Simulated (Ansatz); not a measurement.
Pd:

```
Pd
1.0
     0.00000    1.94650    1.94650
     1.94650    0.00000    1.94650
     1.94650    1.94650    0.00000
Pd
1
Direct
  0.00000 0.00000 0.00000
```

Base run:

```yaml
Program: Ansatz 0.2.0
Functional: r2SCAN
Potentials_or_basis: Ansatz PAW
Cutoff: "500 eV (not typed: the program's choice for these potentials)"
k_mesh: 12 × 12 × 12
Occupations: fermi-dirac, width 0.05 eV
Spin: no spin polarisation
```

Its results: band gap on the k mesh none (metal or under the smearing width); pressure 2.1 GPa.

Problem. The run is repeated on the same cell with these changes: functional from r2SCAN to RPBE; cutoff from 500 eV (not typed: the program's choice for these potentials) to 420 eV (not typed: the program's choice for these potentials). What comes out?

Solution. Band gap on the k mesh none (metal or under the smearing width); pressure 11.7 GPa.

Caveats: the PAW data sets come from PBE, with cores solved anew for the run's functional, which leaves a small shift of forces and pressure.
